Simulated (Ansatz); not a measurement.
Ga2O3: single point with PBE

Ga2O3:

```
Ga O
1.0
     6.10700   -1.51855    0.00000
     6.10700    1.51855    0.00000
    -1.38599    0.00000    5.63001
Ga O
4 6
Cartesian
  3.2184 0.0000 3.8621
  7.6096 0.0000 1.7679
  10.8240 0.0000 1.1564
  0.0041 0.0000 4.4736
  5.1267 0.0000 4.1853
  5.7013 0.0000 1.4447
  9.4919 0.0000 2.4592
  1.3361 0.0000 3.1708
  8.9710 0.0000 5.0118
  1.8570 0.0000 0.6182
```

```
Program             : Ansatz 0.2.0
Task                : single point
Functional          : PBE
Potentials or basis : Ansatz PAW
Cutoff              : 300 eV
Density cutoff      : 1200 eV
k mesh              : 9 × 9 × 5
Occupations         : fermi-dirac, width 0.05 eV
Spin                : no spin polarisation
```

```
Pressure               : 10.4 GPa
Largest force          : 0.379 eV/Å
Band gap on the k mesh : 2.36 eV, direct
```

Forces in eV/Å, atoms in the order of the input:
```
Ga  -0.018  0.000 -0.157
Ga   0.018  0.000  0.157
Ga  -0.164  0.000 -0.036
Ga   0.164  0.000  0.036
O   -0.355  0.000 -0.133
O    0.355  0.000  0.133
O   -0.222  0.000  0.240
O    0.222  0.000 -0.240
O   -0.247  0.000 -0.144
O    0.247  0.000  0.144
```

Stress tensor (GPa, compression positive):
```
10.02  0.00  0.37
 0.00 11.50  0.00
 0.37  0.00  9.79
```

Levels at points of the mesh, in eV from the valence-band top:
| k point | band 40 | band 41 | band 42 | band 43 | band 44 | band 45 | band 46 | band 47 | band 48 | band 49 |
| --- | --- | --- | --- | --- | --- | --- | --- | --- | --- | --- |
| (0.00, 0.00, 0.00) | -0.69 | -0.68 | -0.46 | -0.28 | 0.00 | 2.36 | 5.70 | 6.76 | 6.77 | 7.79 |

It took 8.8 s on 2 threads of Intel(R) Xeon(R) CPU @ 2.60GHz (Ice Lake) (shared host), peak memory 0.62 GiB.

Caveat: odd divisions of the mesh miss points on the zone boundary, where band edges often lie, so the gap on the mesh can be too wide; the pressure holds a Pulay correction of +31.9 GPa for the finite cutoff; the cutoff lies under the one recommended for these potentials. A k mesh can miss the band edges.
